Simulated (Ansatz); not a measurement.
# CdO (Monteponite) (Fm-3m) in Ansatz: notebook

Runs on CdO (Monteponite). Level: RPBE. Tasks: single point, equation of state.

Everything below comes from runs of Ansatz 0.2.0. Logs are shortened: lines on timing, memory, paths and dates and some standing lists are left out, and cuts for length are marked.

## Step 1: The structure

The structure is cubic, space group Fm-3m (No. 225). The conventional cell has a = 4.699 Å, b = 4.699 Å, c = 4.699 Å, α = 90.00°, β = 90.00°, γ = 90.00°. Around Cd (site symmetry m-3m) lie 6 O at 2.35 Å. O (site symmetry m-3m) has 6 Cd at 2.35 Å as nearest neighbours.

## Step 2: Single point, RPBE, 12.19 Å³/atom (volume scaled by 0.94)

input.yaml reads:

```yaml
crystal:
  lattice:
    - [0.0, 2.3015375624, 2.3015375624]
    - [2.3015375624, 0.0, 2.3015375624]
    - [2.3015375624, 2.3015375624, 0.0]
  atoms:
    - { symbol: Cd, position: [0.0, 0.0, 0.0] }
    - { symbol: O, position: [0.5, 0.5, 0.5] }
hamiltonian:
  xc: rpbe
  pseudopotentials: { kind: paw }
kpoints:
  mp_grid: { grid: [10, 10, 10] }
scf:
  occupations: { method: fermi_dirac, width: 0.05 }
output:
  forces: true
  stress: true
  eigenvalues: true
```

Potentials or basis: Ansatz PAW.

Command:

```sh
$ ansatz run input.yaml --threads 2 --pin off --max-ram 5120MiB --backend cpu --events-out ev --progress --plain --runs-dir out
```

Output:

```text
Warning: RAYON_NUM_THREADS=2 ignored (pool sized by the plan → 2); use --threads N
Engine: ansatz 0.2.0, aarch64-unknown-linux-gnu
Pseudopotentials: kind: paw
Pseudopotential: Cd, paw, valence charge 20, recommended cutoff 420 eV (normal), Cd.paw.azcp
Pseudopotential: O, paw, valence charge 6, recommended cutoff 420 eV (normal), O.paw.azcp
Functional definition: RPBE
  parameter kappa = 0.804
  parameter beta = 0.06672455060314922
  exchange = rpbe_x(kappa = kappa, mu = beta*pi^2/3)
  correlation = pbe_c(beta = beta)
Crystal: 2 atoms, lattice volume = 24.383 Å³
Basis set: ecut = 420 eV, 531 PW (Γ), exchange–correlation on 48×48×48 points (8 copies of the dense FFT grid, shifted against one another)
Bands: 17, of which v1, the nominal top of the filled ones, is band 13 counted from 1 (12 counted from 0)
Symmetry: 48 space group operations
Space group: Fm-3m (ITA 225), of the structure as read, at distance tolerance 2.9e-5 Å
k-points: 47 of 1000
Non-local potential: Cd, projectors of the file, l = 0: 3, l = 1: 2, l = 2: 2, l = 3: 1
Non-local potential: O, projectors of the file, l = 0: 2, l = 1: 2, l = 2: 1
PAW form: soft (Blöchl's): semilocal exchange-correlation on the pseudo side does not see the compensation charge
PAW frozen core: Cd, regenerated for the run's functional, and the local potential with it (the file was generated under x = pbe(κ = 0.804, μ = 0.2195149727645171), c = pbe(β = 0.06672455060314922))
PAW frozen core: O, regenerated for the run's functional, and the local potential with it (the file was generated under x = pbe(κ = 0.804, μ = 0.2195149727645171), c = pbe(β = 0.06672455060314922))
PAW one-centre angular grid: Cd, 590 points (default); XC on 64 Gauss nodes
PAW one-centre angular grid: O, 110 points (default); XC on 64 Gauss nodes
Initial density: superposition of atomic densities (neutral atoms: chi_scale 0, normalization atom), corrected by the library's trained network
Initial wavefunctions: pseudopotential atomic-orbital guess
Functional: x = rpbe, c = pbe(β = 0.06672455060314922)
SCF iter   1: F=—  HF=-8831.191380 eV  |F-HF|=—  |Δ(HF+E_count)|=         —  Δρ=6.52e-3  dr2=8.30e-3  ethr=1.77e-3  ⟨swp⟩=5.2  Hψ=3581  notcnv=0
preconditioner: auto → none  [insulator: Δε(μ)=0.799 eV  Ē_g=16.094 eV  σ=0.050 eV  W_gap=0.96  n_scr=14 (ndim 8)  ℏωp=31.9 eV  f_vac=0.000  D(μ)=0.04/eV (n_scr^D=0)  ε∞_Penn≈4.9]
SCF iter   2: F=—  HF=-8831.189639 eV  |F-HF|=—  |Δ(HF+E_count)|=   1.74e-3  Δρ=2.25e-3  dr2=1.19e-3  ethr=3.19e-5  ⟨swp⟩=2.5  Hψ=1791  notcnv=0
SCF iter   3: F=—  HF=-8831.189458 eV  |F-HF|=—  |Δ(HF+E_count)|=   1.80e-4  Δρ=9.22e-4  dr2=1.68e-4  ethr=4.57e-6  ⟨swp⟩=2.2  Hψ=1090  notcnv=0
SCF iter   4: F=—  HF=-8831.189439 eV  |F-HF|=—  |Δ(HF+E_count)|=   1.97e-5  Δρ=1.34e-4  dr2=1.75e-6  ethr=6.45e-7  ⟨swp⟩=2.1  Hψ=960  notcnv=0
SCF iter   5: F=—  HF=-8831.189466 eV  |F-HF|=—  |Δ(HF+E_count)|=   2.70e-5  Δρ=1.22e-5  dr2=1.91e-8  ethr=6.71e-9  ⟨swp⟩=2.5  Hψ=1217  notcnv=0
SCF iter   6: F=-8831.189466 eV  HF=-8831.189466 eV  |F-HF|=2.82e-10  |Δ(HF+E_count)|=   3.33e-8  Δρ=1.34e-6  dr2=1.64e-10  ethr=7.35e-11  ⟨swp⟩=2.0  Hψ=2469  notcnv=0
SCF 1 converged in 6 iterations: F = -8831.189466 eV  dr2 = 1.64e-10
SCF converged after 6 iterations
Free energy (F): -8831.189466 eV
Harris-Foulkes:  -8831.189466 eV  (|F-HF|=2.82e-10)
Internal energy: -8831.188948 eV  (E = F + TS)
E sigma→0 (E₀):  -8831.189207 eV
Entropy (-TS):   -0.000518 eV (-0.259 meV/atom)
Fermi energy:    14.294830 eV
--- Per-component energies (eV) ---
  E_band       = -318.800844
  E_kinetic    = 682.928825
  E_local      = -2922.579066  (includes V_loc(G=0)·N_el)
  E_nonlocal   = 82.358211
  E_hartree    = 1366.906948
  E_xc         = -251.763426
  E_vxc        = -316.861229  (∫ρ·V_xc dr)
  E_paw        = -4253.130659  (= ΣΔE_a)
  E_vpaw       = -578.463967  (= ΣTr[D̂ρ^β])
  E_aug_tail   = 0.002382  (compensation charges beyond the density's cutoff)
  E_ewald      = -3535.779083
  E_core_change = -0.133081  (= ΣΔE_core)
  E_smearing   = -0.000518  (= −TS)
  E_closure    = 0.000000  (closes the sum)
  Σ components = -8831.189466   (vs F -8831.189466, Δ=0.00e0)
--- Forces (eV/Å), atoms counted from 1 ---
  atom   1  Cd    -0.00000000     0.00000000     0.00000000
  atom   2  O      0.00000000    -0.00000000    -0.00000000
  max |Σ_I F_I| component: 1.28e-29 eV/Å
--- Stress (GPa, compression-positive) ---
       21.975562      -0.000000       0.000000
        0.000000      21.975562       0.000000
        0.000000       0.000000      21.975562
  P = ⅓ Tr σ = 21.9756 GPa (219.756 kbar)
--- Band table (eV; the first three rows and the last of 47) ---
  k-point 0: bands = ["-86.3533", "-47.4515", "-47.4515", "-47.4515", "-3.7787", "7.2760", "7.2760", "7.2760", "7.6241", "7.6241", "12.5302", "12.5302", "12.5302", "13.9266", "28.7705", "31.6731", "31.6731"]
  k-point 1: bands = ["-86.3532", "-47.4536", "-47.4517", "-47.4517", "-3.7010", "7.2248", "7.2926", "7.2926", "7.5402", "7.5402", "11.7195", "12.7013", "12.7013", "14.8967", "27.8615", "30.9315", "30.9315"]
  k-point 2: bands = ["-86.3528", "-47.4592", "-47.4526", "-47.4526", "-3.4901", "7.0307", "7.1406", "7.1406", "7.5481", "7.5481", "10.7955", "13.1225", "13.1225", "16.3185", "25.7517", "29.3554", "29.3554"]
  k-point 46: bands = ["-86.3514", "-47.4684", "-47.4646", "-47.4604", "-2.9581", "6.9531", "7.0844", "7.2728", "8.0683", "8.3376", "10.5541", "11.1279", "12.1188", "20.3467", "23.1732", "23.6966", "25.7660"]
```

Run time: 0.83 s. Hardware: 2 threads of Arm Neoverse V1, shared host; peak memory 0.28 GiB.

Results:

```
Free energy            : -8831.1895 eV
Pressure               : 22.0 GPa
Band gap on the k mesh : none (metal or under the smearing width)
```

Caveat: the pressure holds a Pulay correction of +0.5 GPa for the finite cutoff; the PAW data sets come from PBE, with cores solved anew for the run's functional, which leaves a small shift of forces and pressure.

## Step 3: Single point, RPBE, 12.45 Å³/atom (volume scaled by 0.96)

input.yaml, as its differences from that of step 2:

```diff
@@ -2,5 +2,5 @@
   lattice:
-    - [0.0, 2.3015375624, 2.3015375624]
-    - [2.3015375624, 0.0, 2.3015375624]
-    - [2.3015375624, 2.3015375624, 0.0]
+    - [0.0, 2.3177461075, 2.3177461075]
+    - [2.3177461075, 0.0, 2.3177461075]
+    - [2.3177461075, 2.3177461075, 0.0]
   atoms:
```

Potentials or basis: Ansatz PAW.

Command:

```sh
$ ansatz run input.yaml --threads 2 --pin off --max-ram 5120MiB --backend cpu --events-out ev --progress --plain --runs-dir out
```

It took 0.84 s on 2 threads of Arm Neoverse V1, shared host; peak memory 0.28 GiB.

The run converged. Its results:

| Quantity | Value |
| --- | --- |
| Free energy | -8831.2537 eV |
| Pressure | 17.8 GPa |
| Band gap on the k mesh | none (metal or under the smearing width) |

Caveat: the pressure holds a Pulay correction of +0.5 GPa for the finite cutoff; the PAW data sets come from PBE, with cores solved anew for the run's functional, which leaves a small shift of forces and pressure.

## Step 4: Single point, RPBE, 12.71 Å³/atom (volume scaled by 0.98)

input.yaml, as its differences from that of step 3:

```diff
@@ -2,5 +2,5 @@
   lattice:
-    - [0.0, 2.3177461075, 2.3177461075]
-    - [2.3177461075, 0.0, 2.3177461075]
-    - [2.3177461075, 2.3177461075, 0.0]
+    - [0.0, 2.3337310685, 2.3337310685]
+    - [2.3337310685, 0.0, 2.3337310685]
+    - [2.3337310685, 2.3337310685, 0.0]
   atoms:
```

Command:

```sh
$ ansatz run input.yaml --threads 2 --pin off --max-ram 5120MiB --backend cpu --events-out ev --progress --plain --runs-dir out
```

Run time: 0.82 s. Hardware: 2 threads of Arm Neoverse V1, shared host; peak memory 0.28 GiB.

Results (log left out):

* Free energy: -8831.3050 eV
* Pressure: 14.0 GPa
* Band gap on the k mesh: none (metal or under the smearing width)

Caveat: the pressure holds a Pulay correction of +0.5 GPa for the finite cutoff; the PAW data sets come from PBE, with cores solved anew for the run's functional, which leaves a small shift of forces and pressure.

## Step 5: Single point, RPBE, 12.97 Å³/atom

input.yaml, as its differences from that of step 4:

```diff
@@ -2,5 +2,5 @@
   lattice:
-    - [0.0, 2.3337310685, 2.3337310685]
-    - [2.3337310685, 0.0, 2.3337310685]
-    - [2.3337310685, 2.3337310685, 0.0]
+    - [0.0, 2.3495, 2.3495]
+    - [2.3495, 0.0, 2.3495]
+    - [2.3495, 2.3495, 0.0]
   atoms:
```

Command:

```sh
$ ansatz run input.yaml --threads 2 --pin off --max-ram 5120MiB --backend cpu --events-out ev --progress --plain --runs-dir out
```

It took 0.83 s on 2 threads of Arm Neoverse V1, shared host; peak memory 0.28 GiB.

It converged, with:

```
Free energy            : -8831.3448 eV
Pressure               : 10.6 GPa
Band gap on the k mesh : none (metal or under the smearing width)
```

Caveat: the pressure holds a Pulay correction of +0.5 GPa for the finite cutoff; the PAW data sets come from PBE, with cores solved anew for the run's functional, which leaves a small shift of forces and pressure.

## Step 6: Single point, RPBE, 13.23 Å³/atom (volume scaled by 1.02)

input.yaml, as its differences from that of step 5:

```diff
@@ -2,5 +2,5 @@
   lattice:
-    - [0.0, 2.3495, 2.3495]
-    - [2.3495, 0.0, 2.3495]
-    - [2.3495, 2.3495, 0.0]
+    - [0.0, 2.3650600561, 2.3650600561]
+    - [2.3650600561, 0.0, 2.3650600561]
+    - [2.3650600561, 2.3650600561, 0.0]
   atoms:
```

Potentials or basis: Ansatz PAW.

Command:

```sh
$ ansatz run input.yaml --threads 2 --pin off --max-ram 5120MiB --backend cpu --events-out ev --progress --plain --runs-dir out
```

It took 0.83 s on 2 threads of Arm Neoverse V1, shared host; peak memory 0.28 GiB.

It converged, with:

* Free energy: -8831.3741 eV
* Pressure: 7.6 GPa
* Band gap on the k mesh: none (metal or under the smearing width)

Caveat: the pressure holds a Pulay correction of +0.5 GPa for the finite cutoff; the PAW data sets come from PBE, with cores solved anew for the run's functional, which leaves a small shift of forces and pressure.

## Step 7: Single point, RPBE, 13.49 Å³/atom (volume scaled by 1.04)

input.yaml, as its differences from that of step 6:

```diff
@@ -2,5 +2,5 @@
   lattice:
-    - [0.0, 2.3650600561, 2.3650600561]
-    - [2.3650600561, 0.0, 2.3650600561]
-    - [2.3650600561, 2.3650600561, 0.0]
+    - [0.0, 2.3804180193, 2.3804180193]
+    - [2.3804180193, 0.0, 2.3804180193]
+    - [2.3804180193, 2.3804180193, 0.0]
   atoms:
@@ -19 +19,5 @@
   eigenvalues: true
+  write_density: true
+  write_potential: true
+  elf: true
+  volumetric_format: npy
```

Command:

```sh
$ ansatz run input.yaml --threads 2 --pin off --max-ram 5120MiB --backend cpu --events-out ev --progress --plain --runs-dir out
```

Run time: 1.1 s. Hardware: 2 threads of Arm Neoverse V1, shared host; peak memory 0.29 GiB.

Results (log left out):

```
Free energy            : -8831.3942 eV
Pressure               : 4.9 GPa
Band gap on the k mesh : none (metal or under the smearing width)
```

Caveat: the pressure holds a Pulay correction of +0.4 GPa for the finite cutoff; the PAW data sets come from PBE, with cores solved anew for the run's functional, which leaves a small shift of forces and pressure.

## Step 8: Single point, RPBE, 13.75 Å³/atom (volume scaled by 1.06)

input.yaml, as its differences from that of step 7:

```diff
@@ -2,5 +2,5 @@
   lattice:
-    - [0.0, 2.3804180193, 2.3804180193]
-    - [2.3804180193, 0.0, 2.3804180193]
-    - [2.3804180193, 2.3804180193, 0.0]
+    - [0.0, 2.3955803263, 2.3955803263]
+    - [2.3955803263, 0.0, 2.3955803263]
+    - [2.3955803263, 2.3955803263, 0.0]
   atoms:
```

Command:

```sh
$ ansatz run input.yaml --threads 2 --pin off --max-ram 5120MiB --backend cpu --events-out ev --progress --plain --runs-dir out
```

Run time: 1.1 s. Hardware: 2 threads of Arm Neoverse V1, shared host; peak memory 0.29 GiB.

The run converged. Its results:

| Property | Result |
| --- | --- |
| Free energy | -8831.4058 eV |
| Pressure | 2.4 GPa |
| Band gap on the k mesh | none (metal or under the smearing width) |

Caveat: the pressure holds a Pulay correction of +0.4 GPa for the finite cutoff; the PAW data sets come from PBE, with cores solved anew for the run's functional, which leaves a small shift of forces and pressure.

## Step 9: Equation of state, RPBE

Potentials or basis: Ansatz PAW.

This step only gathers the single runs of the series.

What came out:

* Equilibrium volume: 14.03 Å³/atom (rough: see the caveat)
* Bulk modulus: 112 GPa (rough)

Energy against volume, from the lowest point:
| volume (Å³/atom) | energy (meV/atom) |
| --- | --- |
| 12.191 | 108.19 |
| 12.451 | 76.10 |
| 12.710 | 50.43 |
| 12.970 | 30.54 |
| 13.229 | 15.88 |
| 13.488 | 5.82 |
| 13.748 | 0.00 |

Caveat: the potentials were made for another functional, which shifts forces and pressure; the minimum lies outside the volumes run.
